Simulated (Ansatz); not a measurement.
## An added S started as a split pair with a S atom in rocksalt MgS, 65 atoms, charge 0

All numbers come from Ansatz (PAW, plane waves, no spin–orbit coupling) at the single k point (¼, ¼, ¼) without its symmetry partners. The atoms were relaxed with PBEsol in a fixed cell; other functionals are single points on those atoms unless said otherwise. The valence top and gap of the host come from its small cell on a dense mesh, with the band extrema sought between the mesh points, lined up by the mean potential, PBEsol gap 2.73 eV, HSE06 (atoms relaxed with HSE06) gap 3.83 eV.

Cell: a = 10.364 Å, b = 10.364 Å, c = 10.364 Å, α = 90.00°, β = 90.00°, γ = 90.00°.

Nearest atoms after relaxation, from the placed atom (for vacancies from the middle of the vacant sites): S at 2.00 Å, Mg at 2.36 Å, Mg at 2.38 Å, Mg at 2.38 Å, S at 3.04 Å, S at 3.04 Å, S at 3.08 Å, Mg at 3.46 Å.

Chemical potentials μ are those of reference phases of the elements at zero temperature by the same functional (the usual solids, diamond for C, grey Sn, and the molecules H2, N2, O2, F2, Cl2, Br2 and S8).

```
functional  E(defect) − E(host) − Σ nμ + q·E_VBM (eV)  monopole (eV)  alignment (eV)  formation energy at E_F = VBM (eV)  moment (μB)              wall time, shared host
    PBEsol                                       2.37           0.00            0.00                                2.37  0 (no spin)  4.8 s on NVIDIA GB200 (relaxation)
```

(1) Estimate the formation energy and moment that HSE06 (atoms relaxed with HSE06) gives on these atoms.

HSE06 (atoms relaxed with HSE06) one-electron levels near the gap (the ten most localised at most), from the host's valence top:

```csv
level (eV),spin,filling,atoms sharing it,element of the atom with most weight
-0.29,both,2.00,38.8,spread
-0.20,both,2.00,30.8,spread
-0.18,both,2.00,30.8,spread
0.04,both,2.00,34.8,spread
0.05,both,2.00,37.7,spread
0.21,both,2.00,11.5,S
0.37,both,2.00,8.2,S
```

All elements are taken at their own reference at once; growth conditions in equilibrium with the host shift these energies, by up to the host's formation enthalpy.

One k point and a cell of this size can leave errors of several tenths of an eV in such numbers.

Results:

(1) 2.68 eV at E_F = VBM, moment 0 (no spin).
